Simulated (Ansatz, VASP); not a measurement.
## Two plane-wave programs on AlNi

```
CELL_PARAMETERS angstrom
2.85742 0.00000 0.00000
0.00000 4.04101 0.00000
0.00000 0.00000 23.06151
ATOMIC_POSITIONS crystal
Al 0.00000 0.50000 0.36858
Al 0.00000 0.00000 0.45619
Al 0.00000 0.50000 0.54414
Al 0.00000 0.00000 0.63567
Ni 0.50000 0.00000 0.36858
Ni 0.50000 0.50000 0.45619
Ni 0.50000 0.00000 0.54271
Ni 0.50000 0.50000 0.62781
```

Alike in both runs: functional PBE; dispersion D3(BJ); k mesh 10 × 7 × 1; occupations gaussian, width 0.1 eV; no spin polarisation.

Ansatz relaxed the structure, and its values are those at the end. VASP's run is a single point on that final structure, the one shown.

|  | VASP | Ansatz |
| --- | --- | --- |
| version | VASP 6.6.1 | Ansatz 0.2.0 |
| potentials or method | VASP PAW PBE potentials, release 64 (Al, Ni) | scalar-relativistic, plane waves, PAW |
| plane-wave cutoff (eV) | 520 | 420 |
| valence electrons in the cell | 52 | 84 |

Ansatz gave:

* gap on the k mesh at the Fermi level (eV): none
* rms of the force components (eV/Å): 0.203
* work function, face that differs most (eV): 4.87

Problem. Estimate VASP's values.

Solution. gap on the k mesh at the Fermi level (eV): none; rms of the force components (eV/Å): 0.200; work function, face that differs most (eV): 4.86.

A gap of «none» marks a metal or a gap that the smearing closes. The two sets of potentials don't hold the same shells in valence. Ansatz warned: «xc_potential_rough_in_thin_density».

Spin polarisation is off, so any magnetic state and its effect on volume and gap are missing.
